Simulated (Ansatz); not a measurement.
# AlSb, pressure series

Base system: AlSb in the zinc blende structure (space group F-43m, No. 216; a = 6.1570 Å).

Cell and atoms are relaxed at each pressure.

The values are results of PBEsol in Ansatz (plane waves to 420 eV, PAW, scalar-relativistic without spin-orbit coupling), not measurements.

```csv
P (GPa),V (Å³/atom)
-2.01,30.400
-1.01,29.759
0.30,29.020
0.70,28.814
1.49,28.427
4.99,26.983
7.49,26.148
9.99,25.424
```

A third-order Birch–Murnaghan fit to these points gives V₀ = 29.18 Å³/atom, B₀ = 54 GPa and B₀′ = 4.3. At pressure 10 GPa the volume is 87.1 % of V₀.

Measured bulk modulus of AlSb: 58.2 GPa (temperature not stated; as listed in Cormac Toher et al., Physical Review Materials (2017)); the computed value is for a static lattice, so the two differ by thermal effects too.

Load acts through the strain it causes; cell and atoms are relaxed under it. No phonon test of stability was made. Measured, AlSb leaves this structure (for a Cmcm phase) near 8.1 GPa (temperature not stated; as listed in Datta, Sujoy, Jana, Debnarayan, arXiv (2020)), on rising pressure, with hysteresis.

Ansatz is a first-principles code.
